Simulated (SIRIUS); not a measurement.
Ag under changes of volume

One of the cells (18.517 Å³/atom); the others are scaled copies at fixed shape and fractional positions:

```
Ag
1.0
    -1.66662    1.66662    1.66662
     1.66662   -1.66662    1.66662
     1.66662    1.66662   -1.66662
Ag
1
Direct
  0.00000 0.00000 0.00000
```

This isn't the form of Ag at room conditions, which is fcc.

* Program: SIRIUS 7.12.0
* Functional: PBE
* Potentials or basis: PseudoDojo 0.4.1 PBE standard (scalar relativistic)
* Cutoff: 1127 eV
* Density cutoff: 4507 eV
* k mesh: 11 × 11 × 11
* Occupations: fermi-dirac, width 0.05 eV
* Spin: no spin polarisation

```tsv
volume (Å³/atom)	energy over the lowest point (meV/atom)	pressure (GPa)
17.065	?	?
17.428	4.64	2.9
17.791	0.00	0.9
18.517	3.53	-2.6
18.880	10.66	-4.0
19.243	20.73	-5.2
```

Question: What does the run at 17.065 Å³/atom give?

Answer: Energy over the lowest point 14.37 meV/atom; pressure 5.3 GPa.

Worked out: A Birch-Murnaghan fit of order 3 (a polynomial in V^(-2/3)) to the other rows has its minimum at 17.99 Å³/atom with B0 = V·E''(V) = 91 GPa and B' = 5.7. It gives 14.40 meV/atom at 17.065 Å³/atom, against the run's 14.37, and -dE/dV = 5.5 GPa, against 5.3.

Energies are extrapolated to zero smearing.
